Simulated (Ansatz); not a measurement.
Pt:

```
Pt
1.0
     0.00000    1.96090    1.96090
     1.96090    0.00000    1.96090
     1.96090    1.96090    0.00000
Pt
1
Direct
  0.00000 0.00000 0.00000
```

Below is the output of Ansatz 0.2.0 for this cell. Logs are shortened: lines on timing, memory, paths and dates and some standing lists are left out, and cuts for length are marked.

```text
Warning: RAYON_NUM_THREADS=1 ignored (pool sized by the plan → 1); use --threads N
The last accepted step is kept in <dir> (removed where the run ends without a failure and the disk answers)
LAPW: plane waves up to 8.732 Å⁻¹, error target 1.0e-3 eV per atom; small_component_spin mean_spin; Pt in spheres of 1.345 Å, 42 of its electrons in bands, Dirac shells [] (how accurate: hamiltonian.pseudopotentials.lapw.basis_error, Limitations)
Engine: ansatz 0.2.0, aarch64-unknown-linux-gnu
Pseudopotentials: kind: all_electron
Pseudopotential: Pt, LAPW, valence charge 42, lapw/all_electron/scalar/gaussian/Pt, Koelling and Harmon's equation, gaussian nucleus
Functional definition: revPBE
  parameter kappa = 1.245
  parameter beta = 0.06672455060314922
  exchange = pbe_x(kappa = kappa, mu = beta*pi^2/3)
  correlation = pbe_c(beta = beta)
Crystal: 1 atoms, lattice volume = 15.080 Å³
Basis set: ecut = 290.49063873358153 eV, 169 PW (Γ), exchange–correlation at level 2
Bands: 26, of which v1, the nominal top of the filled ones, is band 21 counted from 1 (20 counted from 0)
Symmetry: 48 space group operations
Space group: Fm-3m (ITA 225), of the structure as read, at distance tolerance 2.5e-5 Å
k-points: 72 of 1728
Non-local potential: Pt, projectors of the file, none
Initial density: superposition of atomic densities (chi_scale 0.1, normalization cell)
Initial wavefunctions: plane waves of lowest kinetic energy (no species holds an atomic orbital)
Functional: x = revpbe(κ = 1.245, μ = 0.2195149727645171), c = pbe(β = 0.06672455060314922)
iter 1 solved again at ethr=2.69e-4 eV; its pass at ethr=1.00e-1 eV (dr2=1.13e-1 eV) is discarded
SCF iter   1: F=—  HF=-500967.423398 eV  |F-HF|=—  |Δ(HF+E_count)|=         —  Δρ=3.67e-2  dr2=1.13e-1  ethr=2.69e-4  ⟨swp⟩=2.9  Hψ=11730  notcnv=0
preconditioner: auto → LDOS  [metal: Δε(μ)=0.023 eV  Ē_g=15.840 eV  σ=0.050 eV  W_gap=0.11  n_scr=14 (ndim 8)  ℏωp=30.2 eV  f_vac=0.010  D(μ)=1.90/eV (n_scr^D=26)  β→1.0]
SCF iter   2: F=—  HF=-500967.354724 eV  |F-HF|=—  |Δ(HF+E_count)|=   6.87e-2  Δρ=1.20e-2  dr2=1.26e-2  ethr=2.69e-4  ⟨swp⟩=3.0  Hψ=5880  notcnv=0
preconditioner: auto → Kerker (q_TF=auto, 3.236 Å⁻¹)  [metal: Δε(μ)=0.005 eV  Ē_g=16.470 eV  σ=0.050 eV  W_gap=0.03  n_scr=14 (ndim 8)  ℏωp=30.2 eV  f_vac=0.000  D(μ)=1.98/eV (n_scr^D=26)  β→0.5]
[... 48 lines left out ...]
iter 1 solved again at ethr=2.89e-11 eV; its pass at ethr=1.00e-1 eV (dr2=1.21e-8 eV) is discarded
SCF iter   1: F=—  HF=-500967.140877 eV  |F-HF|=—  |Δ(HF+E_count)|=         —  Δρ=1.21e-5  dr2=1.21e-8  ethr=2.89e-11  ⟨swp⟩=3.2  Hψ=9211  notcnv=0
preconditioner: auto → Kerker (q_TF=auto, 3.210 Å⁻¹)  [metal: Δε(μ)=0.004 eV  Ē_g=15.596 eV  σ=0.050 eV  W_gap=0.02  n_scr=14 (ndim 8)  ℏωp=29.5 eV  f_vac=0.003  D(μ)=2.07/eV (n_scr^D=26)]
SCF iter   2: F=-500967.140877 eV  HF=-500967.140877 eV  |F-HF|=1.51e-9  |Δ(HF+E_count)|=   2.69e-7  Δρ=6.95e-6  dr2=4.93e-9  ethr=2.87e-11  ⟨swp⟩=2.6  Hψ=5472  notcnv=0
SCF 5 converged in 2 iterations: F = -500967.140877 eV  dr2 = 4.93e-9
relax step   5: F+E_penalty+E_count = -500967.14087721 eV  Δ(F+E_penalty+E_count) = +5.183e-7 eV  max|allowed force component| = 0.000e0 eV/Å  Δτ_max = 0.0000 Å  P = +0.024 GPa  Ω = 15.840 Å³  stress off target by 2.43e-2 GPa  SCF on the basis re-selected at this cell (its energy is not comparable with the rows above)  (2 SCF iters)
basis re-selected at this cell: Δ(F+E_penalty+E_count) = +5.183e-7 eV, ΔP = -0.000 GPa vs the last step (what re-selecting the basis moved, after the strain that the cell walked since its last selection, with what the two solves' SCF thresholds leave and, on support functions, any second-order correction that the steps lacked; it is no measure of the basis error at this ecutwfc). This SCF's stress stands 2.43e-2 GPa from its target on what of the cell is left free (relax.cell.stress_tol is 5.00e-2 GPa) and its largest allowed force component is 0.00e0 eV/Å (relax.f_tol is 2.00e-2 eV/Å): within both
SCF converged after 2 iterations
Free energy (F): -500967.140877 eV
Harris-Foulkes:  -500967.140877 eV  (|F-HF|=1.51e-9)
Internal energy: -500967.124745 eV  (E = F + TS)
E sigma→0 (E₀):  -500967.132811 eV
Entropy (-TS):   -0.016132 eV (-16.132 meV/atom)
Fermi energy:    27.215093 eV
--- Per-component energies (eV) ---
  E_band       = -3369.122719
  E_kinetic    = 568906.126239
  E_xc         = -9703.605867
  E_electrostatic = -1060169.645117  (all electrons and nuclei)
  E_smearing   = -0.016132  (= −TS)
  E_closure    = 0.000000  (closes the sum)
  E_atoms      = -500961.542620  (free atoms, spherical and without spin; not in F)
  Σ components = -500967.140877   (vs F -500967.140877, Δ=0.00e0)
  Basis errors (estimates in eV, not in F): energy 2.5e-4 per atom: plane waves 2.1e-4 (1.1e-4 summed), levels above the bands 3.2e-152, relativity 9.9e-8, radial functions 4.1e-5, core shells 1.6e-7; eigenvalues (radial functions only) 3.0e-6; not estimated: angular momenta, meshes, grids; target (lapw.basis_error) 1.0e-3; muffin-tin radii Pt 1.367 Å
--- Forces (eV/Å), atoms counted from 1 ---
  atom   1  Pt    -0.00000000     0.00000000    -0.00000000
  max |Σ_I F_I| component: 9.04e-32 eV/Å
--- Stress (GPa, compression-positive) ---
        0.024251      -0.000000      -0.000000
       -0.000000       0.024251      -0.000000
       -0.000000      -0.000000       0.024251
  P = ⅓ Tr σ = 0.0243 GPa (0.243 kbar)
--- Relaxed structure (4 steps of the walk, 3 accepted, 1 SCFs on fresh bases) ---
  F+E_penalty+E_count = -500967.14087721 eV   max|allowed force component| = 0.000e0 eV/Å   (the final SCF, on the basis selected at the relaxed cell)
  cell:  # Å, volume = 15.8403 Å³
    - [-4.4584493401879045e-35, 1.9933232758199841, 1.9933232758199841]
    - [1.9933232758199841, -4.4584517173793805e-35, 1.9933232758199841]
    - [1.9933232758199841, 1.9933232758199841, 9.553822561679232e-35]
  atoms:
    - { symbol: Pt, position: [0.0, 0.0, 0.0] }
```

**Question.** What input gives this log?

**Answer.** Relaxation of cell and atoms with revPBE, no spin polarisation. The files as run (others can give the same):

input.yaml
```yaml
crystal:
  lattice:
    - [0.0, 1.9609, 1.9609]
    - [1.9609, 0.0, 1.9609]
    - [1.9609, 1.9609, 0.0]
  atoms:
    - { symbol: Pt, position: [0.0, 0.0, 0.0] }
kpoints:
  mp_grid: { grid: [12, 12, 12] }
scf:
  occupations: { method: fermi_dirac, width: 0.05 }
hamiltonian:
  xc: revpbe
  pseudopotentials: { kind: all_electron, lapw: { basis_error: 0.001 } }
output:
  forces: true
  stress: true
relax:
  f_tol: 0.02
  max_steps: 60
  cell: {}
```

Potentials or basis: all-electron LAPW, scalar-relativistic.
Run with:
```sh
$ ansatz run input.yaml --threads 1 --pin off --max-ram 3072MiB --backend cpu --events-out ev --progress --plain --runs-dir out
```
